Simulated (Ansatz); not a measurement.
Write the native input for Ansatz 0.2.0 that does the following.

```
Task                : single point
Functional          : PBE
Potentials or basis : Ansatz PAW
Cutoff              : 420 eV (not typed: the program's choice for these potentials)
k mesh              : 11 × 11 × 11
Occupations         : fermi-dirac, width 0.05 eV
Spin                : no spin polarisation
```

Crystal: LiH.

```
Li H
1.0
     0.00000    2.03675    2.03675
     2.03675    0.00000    2.03675
     2.03675    2.03675    0.00000
Li H
1 1
Cartesian
  0.0000 0.0000 0.0000
  2.0368 2.0368 2.0368
```

These files were run (other wordings do the same):

input.yaml

```yaml
crystal:
  lattice:
    - [0.0, 2.03675, 2.03675]
    - [2.03675, 0.0, 2.03675]
    - [2.03675, 2.03675, 0.0]
  atoms:
    - { symbol: Li, position: [0.0, 0.0, 0.0] }
    - { symbol: H, position: [0.5, 0.5, 0.5] }
hamiltonian:
  xc: pbe
  pseudopotentials: { kind: paw }
kpoints:
  mp_grid: { grid: [11, 11, 11] }
scf:
  occupations: { method: fermi_dirac, width: 0.05 }
output:
  forces: true
  stress: true
  eigenvalues: true
```

Potentials or basis: Ansatz PAW.

The run is started by

```bash
$ ansatz run input.yaml --threads 1 --pin off --max-ram 2560MiB --backend cpu --events-out ev --progress --plain --runs-dir out
```

Results of the run:

```yaml
Pressure: -1.7 GPa
Band_gap_on_the_k_mesh: 3.21 eV, direct
```

Caveat: odd divisions of the mesh miss points on the zone boundary, where band edges often lie, so the gap on the mesh can be too wide.

Run time: 0.62 s on 1 thread of Arm Neoverse V1, with other jobs on the host, peak memory 0.24 GiB.
